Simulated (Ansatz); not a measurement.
FeSi:

```
Fe Si
1.0
     4.55070    0.00000    0.00000
     0.00000    4.55070    0.00000
     0.00000    0.00000    4.55070
Fe Si
4 4
Direct
  0.86348 0.63652 0.36348
  0.63652 0.36348 0.86348
  0.36348 0.86348 0.63652
  0.13652 0.13652 0.13652
  0.15760 0.34240 0.65760
  0.34240 0.65760 0.15760
  0.65760 0.15760 0.34240
  0.84240 0.84240 0.84240
```

Base run:

| Property | Result |
| --- | --- |
| Program | Ansatz 0.2.0 |
| Functional | r2SCAN |
| Potentials or basis | Ansatz PAW |
| Cutoff | 500 eV |
| Density cutoff | 2000 eV |
| k mesh | 6 × 6 × 6 |
| Occupations | fermi-dirac, width 0.05 eV |
| Spin | collinear spin, ferromagnetic start |
| Starting moments | [3.0, 3.0, 3.0, 3.0, 0.0, 0.0, 0.0, 0.0] μB |

Its results: band gap on the k mesh none (metal or under the smearing width); pressure -14.1 GPa; net moment 4.63 μB per cell; site moments Fe +1.37; Si -0.09 μB; largest force 0.193 eV/Å.

The run is repeated on the same cell with these changes: functional from r2SCAN to PBE; cutoff from 500 eV to 420 eV; density cutoff from 2000 eV to 1680 eV. What comes out?

Band gap on the k mesh none (metal or under the smearing width); pressure -10.4 GPa; net moment 3.73 μB per cell; site moments Fe +1.02; Si -0.05 μB; largest force 0.093 eV/Å.

Caveats: the magnetic or orbital state may not be the lowest (some runs); the PAW data sets come from PBE, with cores solved anew for the run's functional, which leaves a small shift of forces and pressure (some runs).

Not every run made on this cell is shown here.
